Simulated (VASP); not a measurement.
Runs of VASP 6.6.1 on Cu. Symmetry: I4/mmm, No. 139, tetragonal system. Conventional cell: a = 2.886 Å, b = 2.886 Å, c = 2.752 Å, α = 90.00°, β = 90.00°, γ = 90.00°. Cu (site symmetry 4/mmm) is surrounded by 10 Cu at 2.46 to 2.75 Å. This isn't the form of Cu at room conditions, which is fcc.

| task | level | potentials or basis | cell | k mesh | cutoff (eV) | mesh quality | gap on the mesh (eV) | pressure (GPa) | relaxed volume (Å³/atom) |
| --- | --- | --- | --- | --- | --- | --- | --- | --- | --- |
| relaxation of cell and atoms | PBEsol | VASP PAW PBE potentials, release 64 (Cu) | relaxed | 8 × 8 × 8 | 600 | coarse | none | 0.0 | 11.42 |
| relaxation of cell and atoms | RPBE | VASP PAW PBE potentials, release 64 (Cu) | relaxed | 20 × 20 × 20 | 600 | not flagged | none | 0.0 | 12.52 |
| relaxation of cell and atoms | PBEsol | VASP PAW PBE potentials, release 64 (Cu) | relaxed | 20 × 20 × 20 | 600 | not flagged | none | 0.0 | 11.41 |
| relaxation of cell and atoms | PBEsol | VASP PAW PBE potentials, release 64 (Cu) | relaxed | 20 × 20 × 20 | 580 | not flagged | none | 0.0 | 11.42 |
| single point | PBEsol | VASP PAW PBE potentials, release 64 (Cu) | as given | 20 × 20 × 20 | 520 | not flagged | none | (a) | - |
| relaxation of cell and atoms | LDA | VASP PAW LDA potentials, release 64 (Cu) | relaxed | 20 × 20 × 20 | 600 | not flagged | none | 0.0 | 10.99 |

Alike in all rows: no spin polarisation; smearing gaussian 0.1 eV.

Problem. Fill in the values left out.

Solution. (a) -0.5.

Caveats: some runs use coarse meshes; the PAW data sets were made with another functional, which shifts forces and pressure a little (some runs).

A gap of «none» marks a metal or a gap under the smearing width.

Runs at the PBE level aren't shown here.
